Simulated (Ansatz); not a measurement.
# Ta2NF2 MXene monolayer in a perpendicular field, part 2 of 3

Wanted: the out-of-plane response of the Ta2NF2 MXene monolayer. A positive field points along +c.

Ansatz 0.2.0; plane-wave DFT, PBE-D3(BJ), Ansatz PAW (the session's first sound run).

So far. Step 2 (Relaxing the slab): The lattice constant a goes from 3.155 to 3.281 Å.

## (3) Single point, field 0, start network

A sawtooth potential applies the field, turning back in the middle of the vacuum. With the dipole correction the typed value is the field outside the slab. The induced dipole is small, so the SCF threshold is tight.

The cell differs from the one that the last finished run ended in (c 40.180 → 22.662 Å).

input.yaml reads:

```yaml
crystal:
  lattice:
    - [3.2809467097, 0.0, 0.0]
    - [-1.6404733549, 2.8413831991, 0.0]
    - [0.0, 0.0, 22.6624663511]
  atoms:
    - { symbol: F, position: [0.3333333333, 0.6666666667, 0.3971324154] }
    - { symbol: Ta, position: [0.6666666667, 0.3333333333, 0.4561209388] }
    - { symbol: "N", position: [0.0, 0.0, 0.5] }
    - { symbol: Ta, position: [0.3333333333, 0.6666666667, 0.5438790612] }
    - { symbol: F, position: [0.6666666667, 0.3333333333, 0.6028675846] }
kpoints:
  mp_grid: { grid: [18, 18, 1] }
  band_path:
    path: [[0, 0, 0], [0.5, 0, 0], [0.33333333, 0.33333333, 0], [0, 0, 0]]
    npoints: 16
hamiltonian:
  xc: pbe
  dispersion: d3bj
scf:
  occupations: { method: fermi_dirac, width: 0.02585 }
  convergence: { dr2_threshold: 1.0e-10 }
efield:
  axis: 3
  dipole_correction: true
  ramp_position: 0.97
  ramp_width: 0.06
  amplitude: 0
output:
  dos: { projected: true, e_range: [-6, 5] }
  bader: true
  write_potential: true
  write_density: true
  volumetric_format: npy
  elf: true
```

Command:

```console
$ ansatz run input.yaml --threads 4 --pin off --max-ram 6144MiB --backend cpu --events-out ev --progress --plain --runs-dir out
```

Numbers of over 12 decimals in the logs are rounded to 6 here.

The log of the run:

```text
[...]
Crystal: 5 atoms, lattice volume = 211.269 Å³
Basis set: ecut = 420 eV, 4215 PW (Γ)
Bands: 28, of which v1, the nominal top of the filled ones, is band 23 counted from 1 (22 counted from 0)
Symmetry: 6 space group operations
k-points: 37 of 324 (time reversal used)
[...]
SCF iter   1: F=—  HF=-21868.269467 eV  |F-HF|=—  |Δ(HF+E_count)|=         —  Δρ=5.57e-3  dr2=6.97e-2  ethr=1.77e-3  p=0.000 e·Å  D=1.00e-13 V/Å  ΔV_dip=-0.00 eV  dr2_dipole=1.92e-9  V_vac-E_F(+/−)=4.17/4.17 eV  ⟨swp⟩=9.1  Hψ=5900  notcnv=0
efield: sawtooth ramp at fractional position 0.9700 (set: `efield.ramp_position`, or a place that a band, a saddle search or an elastic batch's reference lends), width 0.0600; the density the first Hamiltonian is built on has a dipole p = 0.000 e·Å; the dipole correction subtracts the counter field D = 1.00e-13 V/Å, which shifts the + side's vacuum level by -0.00 eV against the − side's; the planar-averaged density in the ramp window peaks in size at 1.2e-5 e/Å³
[...]
SCF iter   2: F=—  HF=-21868.261549 eV  |F-HF|=—  |Δ(HF+E_count)|=   7.92e-3  Δρ=2.21e-3  dr2=2.08e-2  ethr=1.55e-4  p=-0.000 e·Å  D=-3.94e-5 V/Å  ΔV_dip=0.00 eV  dr2_dipole=7.23e-12  V_vac-E_F(+/−)=3.41/3.41 eV  ⟨swp⟩=4.8  Hψ=2994  notcnv=0  defer=27
[...]
SCF iter  10: F=-21868.256492 eV  HF=-21868.256492 eV  |F-HF|=2.18e-11  |Δ(HF+E_count)|=  1.64e-10  Δρ=7.53e-8  dr2=2.26e-11  ethr=1.00e-12  p=0.000 e·Å  D=9.37e-8 V/Å  ΔV_dip=-0.00 eV  dr2_dipole=2.89e-12  V_vac-E_F(+/−)=3.59/3.59 eV  ⟨swp⟩=8.9  Hψ=3081  notcnv=0
SCF 1 converged in 10 iterations: F = -21868.256492 eV  dr2 = 2.26e-11
[...]
NSCF: frozen V_eff on 49 k-points
efield: sawtooth ramp at fractional position 0.9700 (kept from the solve that this one continues, or follows in the run), width 0.0600; the density the first Hamiltonian is built on has a dipole p = 0.000 e·Å; the dipole correction subtracts the counter field D = 9.37e-8 V/Å, which shifts the + side's vacuum level by -0.00 eV against the − side's; the planar-averaged density in the ramp window peaks in size at 2.2e-6 e/Å³
[...]
SCF converged after 10 iterations
Free energy (F): -21868.256492 eV
[...]
Internal energy: -21868.253690 eV  (E = F + TS)
E sigma→0 (E₀):  -21868.255091 eV
Entropy (-TS):   -0.002802 eV (-0.560 meV/atom)
Fermi energy:    1.980102 eV
Dipole field:    D = -0.000002 V/Å  (p = -0.000002 e·Å, saw-weighted, corrected)
Work function:   Φ+ = 3.5883 eV   Φ− = 3.5883 eV
Levels:          The Fermi level and band energies are counted from a zero that moves with the ramp; work functions are not
[...]
--- Band table (eV; the first three rows and the last of 37) ---
  k-point 0: bands = [... 19 lower, -4.4771, -0.4482, -0.4482, 1.3034, 1.8708, 3.0640, 3.5812, 3.5812, ... 1 higher]
  k-point 1: bands = [... 19 lower, -4.4618, -0.5317, -0.3858, 1.3904, 2.0296, 2.9694, 3.3072, 3.5704, ... 1 higher]
  k-point 2: bands = [... 19 lower, -4.4344, -0.7296, -0.2043, 1.5685, 2.4023, 2.8132, 2.9993, 3.5670, ... 1 higher]
  k-point 36: bands = [... 19 lower, -4.6064, 0.3303, 0.3303, 0.4187, 4.0314, 4.0314, 4.2954, 5.2241, ... 1 higher]
--- Bader charges: 5 sites ---
  site symbol  charge [e]  shift [e]
     0      F     -0.7853     0.0012
     1     Ta      1.6515     0.0005
     2      N     -1.7324     0.0013
     3     Ta      1.6515     0.0005
     4      F     -0.7853     0.0012
  estimated error of the sums over rays = 8.1e-4 e
```

Wall time 21 s (4 threads of Intel Xeon Platinum 8559C (Emerald Rapids), shared host); peak memory 0.68 GiB; 83 s of CPU time.

The column dr2 measures how far the density is from self-consistency, as an energy; F and HF (Harris–Foulkes) agree once it is small.

Numbers from this step:

```yaml
energy_at_zero_smearing: -21868.2551 eV
work_function_upper_face: 3.588 eV
dipole_along_the_normal: -2.49e-6 e·Å
```

Running mean over a fixed 2.7 Å (it still follows the layers) of the planar mean; the ramp of the sawtooth is left out. The electron's electrostatic potential energy less the Fermi level by z:

| z (Å) | electron's electrostatic potential energy less the Fermi level (eV) |
| --- | --- |
| 3 | 3.59 |
| 4 | 3.59 |
| 5 | 3.59 |
| 6 | 3.58 |
| 7 | 3.43 |
| 8 | 0.555 |
| 9 | -5.50 |
| 10 | -12.0 |
| 11 | -15.3 |
| 12 | -14.1 |
| 13 | -10.2 |
| 14 | -2.87 |
| 15 | 1.90 |
| 16 | 3.54 |
| 17 | 3.59 |
| 18 | 3.59 |
| 19 | 3.59 |

The density of states has structure finer than the step of the table below, so its rows give means over 0.25 eV, whole bins alone (the curve runs from -6 to 1.91 eV). Peaks (eV: height): -2.990: 4.32, 0.290: 4.04, 0.480: 5.53, 0.840: 4.97, 1.030: 4.16, 1.550: 8.59, 1.610: 6.29.

The density of states by energy, zero at the Fermi level; means over each step:

energy (eV), density of states (states/eV a cell) and a bar:
```
    -4.25       0.00 
    -4.00       0.09 #
    -3.75       1.13 #######
    -3.50       1.26 ########
    -3.25       1.52 #########
    -3.00       2.15 #############
    -2.75       1.10 #######
    -2.50       0.59 ####
    -2.25       0.64 ####
    -2.00       1.41 #########
    -1.75       1.50 #########
    -1.50       1.23 #######
    -1.25       0.95 ######
    -1.00       0.92 ######
    -0.75       0.83 #####
    -0.50       1.59 ##########
    -0.25       2.38 ###############
     0.00       1.81 ###########
     0.25       2.53 ###############
     0.50       1.65 ##########
     0.75       2.03 ############
     1.00       2.42 ###############
     1.25       3.06 ###################
     1.50       4.50 ###########################
     1.75       4.92 ##############################
```

Projected DOS per atom over height of the atomic layer and energy from the Fermi level. Layers: F Ta N Ta F from below.

Values in states/eV, 22 rows by 5 columns, each cell a mean:
```
0.19 2.39 0.16 2.39 0.19
0.14 1.62 0.16 1.62 0.14
0.10 0.99 0.16 0.99 0.10
0.07 0.63 0.14 0.63 0.07
0.04 0.96 0.23 0.96 0.04
0.04 0.79 0.14 0.79 0.04
0.06 0.87 0.14 0.87 0.06
0.03 0.38 0.04 0.38 0.03
0.03 0.40 0.03 0.40 0.03
0.05 0.55 0.03 0.55 0.05
0.05 0.76 0.02 0.76 0.05
0.01 0.30 0.01 0.30 0.01
0.03 0.33 0.02 0.33 0.03
0.09 0.77 0.05 0.77 0.09
0.08 0.62 0.03 0.62 0.08
0.06 0.52 0.01 0.52 0.06
0.01 0.06 0.00 0.06 0.01
0.00 0.00 0.00 0.00 0.00
0.00 0.00 0.00 0.00 0.00
0.00 0.00 0.00 0.00 0.00
0.00 0.00 0.00 0.00 0.00
0.00 0.00 0.00 0.00 0.00
```
Columns: height of the atomic layer (Å) from 9 to 13.7 (not evenly spaced); rows upwards: energy from the Fermi level (eV) from -5.96 to 1.87.

Electronic bands along the path, in eV, zero at the Fermi level:

| point | band 20 | band 21 | band 22 | band 23 | band 24 | band 25 | band 26 | band 27 |
| --- | --- | --- | --- | --- | --- | --- | --- | --- |
| Γ | -6.46 | -2.43 | -2.43 | -0.68 | -0.11 | 1.08 | 1.60 | 1.60 |
| halfway | -6.47 | -3.31 | -1.32 | -0.50 | 0.72 | 1.32 | 1.80 | 1.89 |
| M | -6.45 | -3.91 | 0.28 | 0.35 | 1.01 | 1.73 | 2.25 | 2.86 |
| halfway | -6.52 | -3.21 | -0.70 | -0.41 | 1.98 | 2.03 | 2.04 | 2.86 |
| K | -6.59 | -1.65 | -1.65 | -1.56 | 2.05 | 2.05 | 2.32 | 3.24 |
| halfway | -6.48 | -2.98 | -1.98 | 0.25 | 0.84 | 1.32 | 1.74 | 2.31 |
| Γ | -6.46 | -2.43 | -2.43 | -0.68 | -0.11 | 1.08 | 1.60 | 1.60 |

ELF in the ca plane at fractional y = 0.333, with atoms of Ta and F within 0.2 Å of it. It is the smooth field of the valence electrons, not physical close to the nuclei.

Ten even steps from '0' (0.00) to '9' (0.80), each cell a mean:
```
00000000000000000001112564243211587531000000
00000000000000000000027877534215999952000000
00000000000000000000149626734326969973000000
00000000000000000000138747634326989962000000
00000000000000000000114786334213799741000000
00000000000000000012211232343211244310000000
00000000000000000124541123542232100000000000
00000000000000000135642124552343100000000000
00000000000000000023421112442221122100000000
```
Columns run along c (16.0 Å, from fractional 0.07 to 0.78 of the cell), rows up along a (3.3 Å). Atoms in or near the plane, at fractional coordinates: Ta at (0.46, 0.67), F at (0.60, 0.67).

Valence density in the ca plane at fractional y = 0.333, with atoms of Ta and F within 0.2 Å of it. It is the smooth field of the valence electrons, not physical close to the nuclei.

Ten steps, logarithmic in the rise over the least value, from '0' (0 e/Å³) to '9' (11 e/Å³), each cell a mean:
```
00000000000000000000123555333222343200000000
00000000000000000000125777532223687410000000
00000000000000000000136777632224899520000000
00000000000000000000136777632224798520000000
00000000000000000000124676432223465310000000
00000000000000000001122344333322222100000000
00000000000000000001222223333443110000000000
00000000000000000001222123344443110000000000
00000000000000000001222223333332211000000000
```
Columns run along c (16.0 Å, from fractional 0.07 to 0.78 of the cell), rows up along a (3.3 Å). Atoms in or near the plane, at fractional coordinates: Ta at (0.46, 0.67), F at (0.60, 0.67).

Electrostatic potential energy in the ca plane at fractional y = 0.333, with atoms of Ta and F within 0.2 Å of it. With pseudopotentials it is smooth inside the atoms' cores, unlike the true potential.

Ten even steps from '0' (-44 eV) to '9' (6 eV), each cell a mean:
```
99999999999999999875335788888889999999999999
99999999999999999862001588887325999999999999
99999999999999999850000478996001899999999999
99999999999999999851000478887103899999999999
99999999999999999874113688888657999999999999
99999999999999999987656887778899999999999999
99999999999999999998888876567899999999999999
99999999999999999998888876557899999999999999
99999999999999999988778887667899999999999999
```
Columns run along c (16.0 Å, from fractional 0.13 to 0.83 of the cell; values clipped at the 3rd and 97th percentile), rows up along a (3.3 Å). Atoms in or near the plane, at fractional coordinates: Ta at (0.46, 0.67), F at (0.60, 0.67).

The work function of the upper face is 3.59 eV.

## (4) Atoms held, field 0.05 V/Å

Edit input.yaml of step 3 so:

```diff
@@ -27,6 +27,4 @@
   ramp_width: 0.06
-  amplitude: 0
+  amplitude: 0.05
 output:
-  dos: { projected: true, e_range: [-6, 5] }
-  bader: true
   write_potential: true
@@ -34,2 +32 @@
   volumetric_format: npy
-  elf: true
```

The log of the run:

```text
[...]
Crystal: 5 atoms, lattice volume = 211.269 Å³
Basis set: ecut = 420 eV, 4215 PW (Γ)
Bands: 28, of which v1, the nominal top of the filled ones, is band 23 counted from 1 (22 counted from 0)
Symmetry: 6 space group operations
k-points: 37 of 324 (time reversal used)
[...]
k-point 0: bands = [... 19 lower, -4.4772, -0.4484, -0.4484, 1.3031, 1.8706, 3.0636, 3.5810, 3.5810, ... 1 higher]
  k-point 1: bands = [... 19 lower, -4.4618, -0.5319, -0.3860, 1.3900, 2.0294, 2.9690, 3.3070, 3.5702, ... 1 higher]
  k-point 2: bands = [... 19 lower, -4.4345, -0.7298, -0.2045, 1.5682, 2.4020, 2.8125, 2.9994, 3.5668, ... 1 higher]
  k-point 36: bands = [... 19 lower, -4.6066, 0.3291, 0.3310, 0.4185, 4.0303, 4.0321, 4.2952, 5.2222, ... 1 higher]
[key lines of the parts left out:]
SCF converged after 12 iterations
Free energy (F): -21868.256833 eV
Fermi energy:    1.979891 eV
Dipole field:    D = 0.011704 V/Å  (p = 0.013665 e·Å, saw-weighted, corrected)
```

Elapsed: 6.9 s, on 4 threads; peak memory 0.65 GiB.

The dipole is 0.0137 e·Å.

## (5) Single point, field -0.05 V/Å

Edit input.yaml of step 4 so:

```diff
@@ -27,3 +27,3 @@
   ramp_width: 0.06
-  amplitude: 0.05
+  amplitude: -0.05
 output:
```

The log of the run:

```text
[...]
Crystal: 5 atoms, lattice volume = 211.269 Å³
Basis set: ecut = 420 eV, 4215 PW (Γ)
Bands: 28, of which v1, the nominal top of the filled ones, is band 23 counted from 1 (22 counted from 0)
Symmetry: 6 space group operations
k-points: 37 of 324 (time reversal used)
[...]
k-point 0: bands = [... 19 lower, -4.4771, -0.4484, -0.4484, 1.3031, 1.8706, 3.0636, 3.5810, 3.5810, ... 1 higher]
  k-point 1: bands = [... 19 lower, -4.4618, -0.5319, -0.3860, 1.3901, 2.0294, 2.9690, 3.3070, 3.5702, ... 1 higher]
  k-point 2: bands = [... 19 lower, -4.4345, -0.7298, -0.2045, 1.5682, 2.4020, 2.8125, 2.9994, 3.5668, ... 1 higher]
  k-point 36: bands = [... 19 lower, -4.6066, 0.3291, 0.3310, 0.4185, 4.0303, 4.0321, 4.2952, 5.2222, ... 1 higher]
[key lines of the parts left out:]
SCF converged after 13 iterations
Free energy (F): -21868.256833 eV
Fermi energy:    1.979896 eV
Dipole field:    D = -0.011706 V/Å  (p = -0.013667 e·Å, saw-weighted, corrected)
```

Wall time 7.1 s (4 threads); peak memory 0.65 GiB; 27 s of CPU time.

The dipole is -0.0137 e·Å.

## (6) Single point, field 0.1 V/Å

Edit input.yaml of step 5 so:

```diff
@@ -25,5 +25,5 @@
   dipole_correction: true
-  ramp_position: 0.97
-  ramp_width: 0.06
-  amplitude: -0.05
+  ramp_position: 0.9237
+  ramp_width: 0.1527
+  amplitude: 0.1
 output:
```

The log of the run:

```text
[...]
Crystal: 5 atoms, lattice volume = 211.269 Å³
Basis set: ecut = 420 eV, 4215 PW (Γ)
Bands: 28, of which v1, the nominal top of the filled ones, is band 23 counted from 1 (22 counted from 0)
Symmetry: 6 space group operations
k-points: 37 of 324 (time reversal used)
[...]
k-point 0: bands = [... 19 lower, -4.4775, -0.4491, -0.4491, 1.3019, 1.8700, 3.0623, 3.5803, 3.5803, ... 1 higher]
  k-point 1: bands = [... 19 lower, -4.4621, -0.5327, -0.3867, 1.3890, 2.0287, 2.9675, 3.3061, 3.5695, ... 1 higher]
  k-point 2: bands = [... 19 lower, -4.4348, -0.7305, -0.2052, 1.5673, 2.4011, 2.8103, 2.9995, 3.5661, ... 1 higher]
  k-point 36: bands = [... 19 lower, -4.6073, 0.3275, 0.3313, 0.4178, 4.0287, 4.0323, 4.2945, 5.2198, ... 1 higher]
[key lines of the parts left out:]
SCF converged after 12 iterations
Free energy (F): -21868.257858 eV
Fermi energy:    1.979187 eV
Dipole field:    D = 0.023417 V/Å  (p = 0.027340 e·Å, saw-weighted, corrected)
```

It took 7.3 s on 4 threads; peak memory 0.65 GiB; 28 s of CPU time.

The dipole is 0.0273 e·Å.

## (7) Single point, field 0.2 V/Å

Edit input.yaml of step 6 so:

```diff
@@ -27,3 +27,3 @@
   ramp_width: 0.1527
-  amplitude: 0.1
+  amplitude: 0.2
 output:
```

The log of the run:

```text
[...]
Crystal: 5 atoms, lattice volume = 211.269 Å³
Basis set: ecut = 420 eV, 4215 PW (Γ)
Bands: 28, of which v1, the nominal top of the filled ones, is band 23 counted from 1 (22 counted from 0)
Symmetry: 6 space group operations
k-points: 37 of 324 (time reversal used)
[...]
k-point 0: bands = [... 19 lower, -4.4784, -0.4517, -0.4517, 1.2975, 1.8679, 3.0572, 3.5778, 3.5778, ... 1 higher]
  k-point 1: bands = [... 19 lower, -4.4631, -0.5353, -0.3893, 1.3848, 2.0263, 2.9619, 3.3027, 3.5669, ... 1 higher]
  k-point 2: bands = [... 19 lower, -4.4357, -0.7331, -0.2078, 1.5638, 2.3978, 2.8017, 3.0003, 3.5636, ... 1 higher]
  k-point 36: bands = [... 19 lower, -4.6098, 0.3230, 0.3306, 0.4153, 4.0243, 4.0315, 4.2921, 5.2139, ... 1 higher]
[key lines of the parts left out:]
SCF converged after 12 iterations
Free energy (F): -21868.261961 eV
Fermi energy:    1.976603 eV
Dipole field:    D = 0.046870 V/Å  (p = 0.054723 e·Å, saw-weighted, corrected)
```

Run time: 7.2 s. Hardware: 4 threads; peak memory 0.63 GiB; 27 s of CPU time.

The dipole is 0.0547 e·Å.

## (8) Single point, field 0.3 V/Å

Edit input.yaml of step 7 so:

```diff
@@ -25,6 +25,8 @@
   dipole_correction: true
-  ramp_position: 0.9237
-  ramp_width: 0.1527
-  amplitude: 0.2
+  ramp_position: 0.9205
+  ramp_width: 0.159
+  amplitude: 0.3
 output:
+  dos: { projected: true, e_range: [-6, 5] }
+  bader: true
   write_potential: true
@@ -32 +34,2 @@
   volumetric_format: npy
+  elf: true
```

The log of the run:

```text
[...]
Crystal: 5 atoms, lattice volume = 211.269 Å³
Basis set: ecut = 420 eV, 4215 PW (Γ)
Bands: 28, of which v1, the nominal top of the filled ones, is band 23 counted from 1 (22 counted from 0)
Symmetry: 6 space group operations
k-points: 37 of 324 (time reversal used)
[...]
k-point 36: bands = [... 19 lower, -4.6138, 0.3170, 0.3283, 0.4112, 4.0182, 4.0291, 4.2882, 5.2065, ... 1 higher]
--- Bader charges: 5 sites ---
  site symbol  charge [e]  shift [e]
     0      F     -0.7925     0.0012
     1     Ta      1.6410     0.0005
     2      N     -1.7324     0.0013
     3     Ta      1.6623     0.0006
     4      F     -0.7785     0.0012
  estimated error of the sums over rays = 8.1e-4 e
[key lines of the parts left out:]
SCF converged after 12 iterations
Free energy (F): -21868.268806 eV
Fermi energy:    1.972435 eV
Dipole field:    D = 0.070399 V/Å  (p = 0.082194 e·Å, saw-weighted, corrected)
```

Elapsed: 24 s, on 4 threads; peak memory 0.66 GiB; 93 s of CPU time.

The dipole is 0.0822 e·Å.

## (9) Response, atoms held

This step: plane-wave DFT, PBE-D3(BJ), Ansatz PAW; response to a field along the normal, atoms held (Ansatz 0.2.0).

The dipoles give the slope, and the difference of two potentials shows where the field is screened.

Numbers from this step:

```
equivalent conductor thickness p/(ε₀AE) : 5.306 Å
distance between the outer atoms        : 4.662 Å
```

Table of dipole of the cell by applied field:

| applied field (V/Å) | dipole of the cell (e·Å) |
| --- | --- |
| -0.050 | -0.0137 |
| 0.000 | -2.5e-6 |
| 0.050 | 0.0137 |
| 0.100 | 0.0273 |
| 0.200 | 0.0547 |
| 0.300 | 0.0822 |

Local field over the applied field, running mean. From the potentials at -0.05 and 0.05 V/Å; running mean over 2.5 Å. Local field over applied field against z:

| z (Å) | local field over applied field |
| --- | --- |
| 4.5 | 0.999 |
| 5.0 | 0.999 |
| 5.5 | 0.996 |
| 6.0 | 0.990 |
| 6.5 | 0.975 |
| 7.0 | 0.934 |
| 7.5 | 0.847 |
| 8.0 | 0.717 |
| 8.5 | 0.555 |
| 9.0 | 0.392 |
| 9.5 | 0.240 |
| 10.0 | 0.127 |
| 10.5 | 0.0553 |
| 11.0 | 0.0264 |
| 11.5 | 0.0225 |
| 12.0 | 0.0425 |
| 12.5 | 0.0987 |
| 13.0 | 0.199 |
| 13.5 | 0.341 |
| 14.0 | 0.501 |
| 14.5 | 0.666 |
| 15.0 | 0.809 |
| 15.5 | 0.911 |
| 16.0 | 0.966 |
| 16.5 | 0.987 |
| 17.0 | 0.995 |
| 17.5 | 0.998 |
| 18.0 | 0.999 |
| 18.5 | 1.000 |

The induced electron density oscillates, so the rows of the table below give means over windows of 0.5 Å about each position, cut where the curve ends. Its maxima inside the range that stand out by 2 % of the span (Å: e/Å³ per V/Å): 8.36: 0.00310, 9.06: 0.00258, 10.34: 0.00125, 11.05: 5.0e-4, 11.90: -3.0e-4, 12.75: -1.0e-4, 13.88: -0.00197. Its minima: 8.78: 0.00197, 9.91: 1.0e-4, 10.76: 3.0e-4, 11.61: -5.0e-4, 12.32: -0.00125, 13.60: -0.00259, 14.31: -0.00310.

Electrons, planar mean, per unit field. Induced electron density against z; means over each step:

| z (Å) | induced electron density (e/Å³ per V/Å) |
| --- | --- |
| 4.5 | 3.0e-6 |
| 5.0 | 7.2e-6 |
| 5.5 | 1.8e-5 |
| 6.0 | 4.5e-5 |
| 6.5 | 1.2e-4 |
| 7.0 | 3.1e-4 |
| 7.5 | 8.5e-4 |
| 8.0 | 0.00206 |
| 8.5 | 0.00281 |
| 9.0 | 0.00229 |
| 9.5 | 0.00118 |
| 10.0 | 4.9e-4 |
| 10.5 | 7.8e-4 |
| 11.0 | 3.8e-4 |
| 11.5 | -2.6e-4 |
| 12.0 | -5.3e-4 |
| 12.5 | -8.0e-4 |
| 13.0 | -6.1e-4 |
| 13.5 | -0.00224 |
| 14.0 | -0.00251 |
| 14.5 | -0.00253 |
| 15.0 | -0.00115 |
| 15.5 | -4.4e-4 |
| 16.0 | -1.6e-4 |
| 16.5 | -6.1e-5 |
| 17.0 | -2.4e-5 |
| 17.5 | -9.6e-6 |
| 18.0 | -3.9e-6 |
| 18.5 | -1.9e-6 |

By hand: between -0.05 and 0.05 V/Å the dipole changes by 0.02733 e·Å, a slope of 0.2733 e·Å²/V. A perfect conductor of thickness t has p = ε₀AEt, so t = 180.95 × 0.2733 / 9.322 = 5.31 Å (e/ε₀ = 180.95 V·Å, A in Å²).

The induced dipole is that of a conductor 5.31 Å thick.

[end of part 2 of 3]

[Logs are printed without paths, hosts, clocks, repeated set-up lines and the standing remarks that a program may print on its own settings, such as how far it seeks lower states.]

[Hosts, paths, dates, database ids (printed as entryN), source tags and the programs' standing remarks are cut or masked in the printed files.]

[Maps of the electrostatic potential energy from Ansatz leave out the sawtooth potential of an applied field or a dipole correction, so their vacuum need not be flat; planar profiles and work functions include it.]

[The density of states shown here was stored with 400 of the rows of the run's finer table, so its peaks can read low, often by over a quarter, or be missed, and its means over a window can be off by a tenth or more.]
